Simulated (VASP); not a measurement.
# Si (Fd-3m) in VASP: Born charges and dielectric tensor with LDA

Aim: the Born charges and dielectric tensor of Si with LDA.

All numbers are computed with VASP 6.6.1; they aren't measurements. Logs are shortened: lines on timing, memory, paths and dates and some standing lists are left out, and cuts for length are marked.

## 1. The crystal as given

Symmetry: Fd-3m, No. 227, cubic system. The conventional cell has a = 5.403 Å, b = 5.403 Å, c = 5.403 Å, α = 90.00°, β = 90.00°, γ = 90.00°. Around Si (site symmetry -43m) lie 4 Si at 2.34 Å.

## 2. Born charges and dielectric tensor, LDA

The input, INCAR:

```
SYSTEM = Si
ALGO     = Normal         ! electronic algorithm
EDIFF    = 1E-8           ! SCF threshold, eV
ENCUT    = 600            ! plane-wave cutoff, eV
GGA      = CA             ! functional
IBRION   = 8              ! ionic algorithm
ISIF     = 2              ! what is computed and relaxed
ISMEAR   = 0              ! smearing method
LASPH    = .TRUE.         ! aspherical terms in the spheres
LCHARG   = .FALSE.        ! write CHGCAR
LEPSILON = .TRUE.         ! dielectric tensor by DFPT
LREAL    = .FALSE.        ! projectors in reciprocal space
LWAVE    = .FALSE.        ! write WAVECAR
NELM     = 60             ! most SCF steps
NSW      = 1              ! ionic steps
PREC     = Accurate       ! precision mode
SIGMA    = 0.02           ! smearing width, eV
```

The input, KPOINTS:

```
k-points
0
G
  18 18 18
  0 0 0
```

The input, POSCAR:

```
Si
1.0
    0.0000000000      2.7015100000      2.7015100000
    2.7015100000      0.0000000000      2.7015100000
    2.7015100000      2.7015100000      0.0000000000
Si
2
Direct
    0.5000000000      0.5000000000      0.5000000000
    0.7500000000      0.7500000000      0.7500000000
```

Potentials or basis: VASP PAW LDA potentials, release 64 (Si).

Run with:

```console
> cat potpaw_LDA.64/Si/POTCAR > POTCAR
> mpirun -np 1 vasp_std > vasp.out
```

OUTCAR:

```text
SYSTEM = Si
   EDIFF = 1E-8
   ENCUT = 600
   GGA = CA
   IBRION = 8
   ISIF = 2
   ISMEAR = 0
   LASPH = .TRUE.
   LEPSILON = .TRUE.
   LREAL = .FALSE.
   NELM = 60
   NSW = 1
   PREC = Accurate

 ion  position               nearest neighbor table
   1  0.500  0.500  0.500-   2 2.34   2 2.34   2 2.34   2 2.34
   2  0.750  0.750  0.750-   1 2.34   1 2.34   1 2.34   1 2.34

  LATTYP: Found a face centered cubic cell.
 ALAT       =     5.4030200000

  Lattice vectors:

 A1 = (   0.0000000000,   2.7015100000,   2.7015100000)
 A2 = (   2.7015100000,   0.0000000000,   2.7015100000)
 A3 = (   2.7015100000,   2.7015100000,   0.0000000000)

Analysis of symmetry for initial positions (statically):
=====================================================================
 Subroutine PRICEL returns:
 Original cell was already a primitive cell.

 Routine SETGRP: Setting up the symmetry group for a
 face centered cubic supercell.

 Subroutine GETGRP returns: Found 48 space group operations
 (whereof 24 operations were pure point group operations)
 out of a pool of 48 trial point group operations.

The static configuration has the point symmetry T_d .
 The point group associated with its full space group is O_h .

Analysis of symmetry for dynamics (positions and initial velocities):
=====================================================================
 Subroutine PRICEL returns:
 Original cell was already a primitive cell.

 Routine SETGRP: Setting up the symmetry group for a
 face centered cubic supercell.

 Subroutine GETGRP returns: Found 48 space group operations
 (whereof 24 operations were pure point group operations)
 out of a pool of 48 trial point group operations.

The dynamic configuration has the point symmetry T_d .
 The point group associated with its full space group is O_h .

 Subroutine INISYM returns: Found 48 space group operations
 (whereof 24 operations are pure point group operations),
 and found     1 'primitive' translations

----------------------------------------------------------------------------------------

                                     Primitive cell

  volume of cell :      39.4321

  direct lattice vectors                    reciprocal lattice vectors
     0.000000000  2.701510000  2.701510000    -0.185081677  0.185081677  0.185081677
     2.701510000  0.000000000  2.701510000     0.185081677 -0.185081677  0.185081677
     2.701510000  2.701510000  0.000000000     0.185081677  0.185081677 -0.185081677

  length of vectors
     3.820512081  3.820512081  3.820512081     0.320570867  0.320570867  0.320570867

  position of ions in fractional coordinates (direct lattice)
     0.500000000  0.500000000  0.500000000
     0.750000000  0.750000000  0.750000000

  ion indices of the primitive-cell ions
   primitive index   ion index
                 1           1
                 2           2

----------------------------------------------------------------------------------------

 KPOINTS: k-points

Automatic generation of k-mesh.
 Grid dimensions read from file:
 generate k-points for:   18   18   18

 Generating k-lattice:

  Cartesian coordinates                     Fractional coordinates (reciprocal lattice)
    -0.010282315  0.010282315  0.010282315     0.055555556  0.000000000  0.000000000
     0.010282315 -0.010282315  0.010282315     0.000000000  0.055555556  0.000000000
     0.010282315  0.010282315 -0.010282315     0.000000000  0.000000000  0.055555556

  Length of vectors
     0.017809493  0.017809493  0.017809493

  Shift w.r.t. Gamma in fractional coordinates (k-lattice)
     0.000000000  0.000000000  0.000000000

 Subroutine IBZKPT returns following result:
[... 385 lines left out ...]
 -----------------------------------------------------------------------------------
    total drift:                               -0.000000     -0.000000     -0.000000

  FREE ENERGIE OF THE ION-ELECTRON SYSTEM (eV)
  ---------------------------------------------------
  free  energy   TOTEN  =       -11.9201235568 eV

  energy  without entropy=      -11.9201235568  energy(sigma->0) =      -11.92012356

 HEAD OF MICROSCOPIC STATIC DIELECTRIC TENSOR (INDEPENDENT PARTICLE, excluding Hartree and local field effects)
 ------------------------------------------------------
          14.076655    -0.000000    -0.000000
          -0.000000    14.076655    -0.000000
          -0.000000    -0.000000    14.076655
 ------------------------------------------------------

 Free energy of the ion-electron system (eV)
  ---------------------------------------------------
  ---------------------------------------------------
  free energy    TOTEN  =        -1.41946376 eV

  energy without entropy =       -1.41946376

------------------------ aborting loop because EDIFF is reached ----------------------------------------

--------------------------------------- Ionic step        2  -------------------------------------------

------------------------ aborting loop because EDIFF is reached ----------------------------------------

--------------------------------------- Ionic step        3  -------------------------------------------

------------------------ aborting loop because EDIFF is reached ----------------------------------------

 PIEZOELECTRIC TENSOR FIELD DIRECTION 3  (e Angst)
 -----------------------------------------------------------------------------
     0.00020 -0.00000  0.00000           (  0.00000 -0.00000  0.00000)
    -0.00000  0.00020  0.00000           ( -0.00000  0.00000  0.00000)
     0.00000  0.00000 -0.00534           (  0.00000  0.00000  0.00001)

 PIEZOELECTRIC TENSOR FIELD DIRECTION 3  (C/m^2)
 -----------------------------------------------------------------------------
     0.00008 -0.00000  0.00000
    -0.00000  0.00008  0.00000
     0.00000  0.00000 -0.00217

--------------------------------------- Ionic step        4  -------------------------------------------

 Free energy of the ion-electron system (eV)
  ---------------------------------------------------
  ---------------------------------------------------
  free energy    TOTEN  =        -0.01774341 eV

  energy without entropy =       -0.01774341

------------------------ aborting loop because EDIFF is reached ----------------------------------------

 INTERNAL STRAIN TENSOR  FOR ION    1  DIRECTION 1   (eV/Angst):
 -----------------------------------------------------------------------------
    -0.00335  0.00000  0.00000
     0.00000  0.00216  9.64547
     0.00000  9.64547  0.00216

 MACROSCOPIC STATIC DIELECTRIC TENSOR (including local field effects in DFT)
 ------------------------------------------------------
          13.283022    -0.000000    -0.000000
          -0.000000    13.283022    -0.000000
           0.000000     0.000000    13.283022
 ------------------------------------------------------

 PIEZOELECTRIC TENSOR (including local field effects)  for field in x, y, z        (e  Angst)
          XX          YY          ZZ          XY          YZ          ZX
  --------------------------------------------------------------------------------
  x    -0.00000     0.00000    -0.00000     0.00000     0.00000    -0.00000
  y     0.00000    -0.00000     0.00000    -0.00000    -0.00000     0.00000
  z     0.00000     0.00000    -0.00000     0.00000    -0.00000     0.00000

 PIEZOELECTRIC TENSOR (including local field effects)  for field in x, y, z        (C/m^2)
          XX          YY          ZZ          XY          YZ          ZX
  --------------------------------------------------------------------------------
  x    -0.00000     0.00000    -0.00000     0.00000     0.00000    -0.00000
  y     0.00000    -0.00000     0.00000    -0.00000    -0.00000     0.00000
  z     0.00000     0.00000    -0.00000     0.00000    -0.00000     0.00000

 BORN EFFECTIVE CHARGES (including local field effects) (in |e|, cummulative output)
 ---------------------------------------------------------------------------------
 ion    1
    1     0.00000     0.00000     0.00000
    2     0.00000     0.00000    -0.00000
    3     0.00000     0.00000     0.00000
 ion    2
    1     0.00000     0.00000    -0.00000
    2     0.00000     0.00000     0.00000
    3    -0.00000    -0.00000     0.00000

 INTERNAL STRAIN TENSOR FOR ION    2 for displacements in x,y,z  (eV/Angst):
          X           Y           Z          XY          YZ          ZX
  --------------------------------------------------------------------------------
  x     0.00000     0.00000     0.00000     0.00000    -9.64547     0.00000
  y     0.00000     0.00000     0.00000     0.00000     0.00000    -9.64547
  z     0.00000     0.00000     0.00000    -9.64547     0.00000     0.00000

 SECOND DERIVATIVES (NOT SYMMETRIZED)
 ------------------------------------
               1X          1Y          1Z          2X          2Y          2Z
  1X   -13.570018    0.000000    0.000000   13.570018    0.000000    0.000000
  1Y     0.000000  -13.570018    0.000000    0.000000   13.570018    0.000000
  1Z     0.000000    0.000000  -13.570018    0.000000    0.000000   13.570018
  2X    13.570018    0.000000    0.000000  -13.570018    0.000000    0.000000
  2Y     0.000000   13.570018    0.000000    0.000000  -13.570018    0.000000
  2Z     0.000000    0.000000   13.570018    0.000000    0.000000  -13.570018

 Eigenvectors and eigenvalues of the dynamical matrix
 ----------------------------------------------------

   1 f  =   15.368049 THz    96.560298 2PiTHz  512.622925 cm-1    63.557114 meV
             X         Y         Z           dx          dy          dz
      2.701510  2.701510  2.701510     0.707107    0.000000    0.000000
      4.052265  4.052265  4.052265    -0.707107    0.000000    0.000000
[... 11 lines left out ...]
   4 f  =    0.000000 THz     0.000000 2PiTHz    0.000000 cm-1     0.000000 meV
             X         Y         Z           dx          dy          dz
      2.701510  2.701510  2.701510     0.707107    0.000000    0.000000
      4.052265  4.052265  4.052265     0.707107    0.000000    0.000000

   5 f/i=    0.000000 THz     0.000001 2PiTHz    0.000003 cm-1     0.000000 meV
             X         Y         Z           dx          dy          dz
      2.701510  2.701510  2.701510     0.000000   -0.653281    0.270598
      4.052265  4.052265  4.052265     0.000000   -0.653281    0.270598

   6 f/i=    0.000000 THz     0.000001 2PiTHz    0.000007 cm-1     0.000001 meV
             X         Y         Z           dx          dy          dz
      2.701510  2.701510  2.701510     0.000000    0.270598    0.653281
      4.052265  4.052265  4.052265     0.000000    0.270598    0.653281

--------------------------------------------------------------------------------------------------------

 MACROSCOPIC STATIC DIELECTRIC TENSOR IONIC CONTRIBUTION
 ------------------------------------------------------
           0.000000    -0.000000     0.000000
          -0.000000     0.000000     0.000000
           0.000000     0.000000     0.000000
 ------------------------------------------------------

 ELASTIC MODULI CONTR FROM IONIC RELAXATION (kBar)
 Direction    XX          YY          ZZ          XY          YZ          ZX
 --------------------------------------------------------------------------------
 XX          -0.0000      0.0000      0.0000      0.0000      0.0000      0.0000
 YY           0.0000     -0.0000      0.0000      0.0000      0.0000      0.0000
 ZZ           0.0000      0.0000     -0.0000      0.0000      0.0000      0.0000
 XY           0.0000      0.0000      0.0000   -278.5657      0.0000      0.0000
 YZ           0.0000      0.0000      0.0000      0.0000   -278.5657      0.0000
 ZX           0.0000      0.0000      0.0000      0.0000      0.0000   -278.5657
 --------------------------------------------------------------------------------

 PIEZOELECTRIC TENSOR IONIC CONTR  for field in x, y, z        (C/m^2)
          XX          YY          ZZ          XY          YZ          ZX
  --------------------------------------------------------------------------------
  x     0.00000     0.00000    -0.00000     0.00000     0.00000     0.00000
  y     0.00000     0.00000     0.00000    -0.00000     0.00000     0.00000
  z    -0.00000    -0.00000     0.00000     0.00000     0.00000     0.00000
```

Wall time 31 min (1 thread of AMD EPYC 7R13 (Zen 3), shared host); peak memory 0.77 GiB.

Results:

* Band gap on the k mesh: 0.45 eV, indirect (least direct gap 2.53 eV)
* Electronic dielectric tensor (diagonal): 13.28
* Born charges (mean of the diagonal): Si +0.00 e
* Highest phonon frequency at Γ: 513 cm⁻¹

Phonon frequencies in cm⁻¹ (negative: imaginary):
```
              q point        frequencies
(0.000, 0.000, 0.000)  0 0 0 513 513 513
```

Electronic dielectric tensor:
```
13.28  0.00  0.00
 0.00 13.28  0.00
 0.00  0.00 13.28
```

Born effective charge tensors (e):
atom 1, Si
```
0.00 0.00 0.00
0.00 0.00 0.00
0.00 0.00 0.00
```
atom 2, Si
```
0.00 0.00 0.00
0.00 0.00 0.00
0.00 0.00 0.00
```

Caveat: the gap is small at this level, which inflates the dielectric constant. A k mesh can miss the band edges.
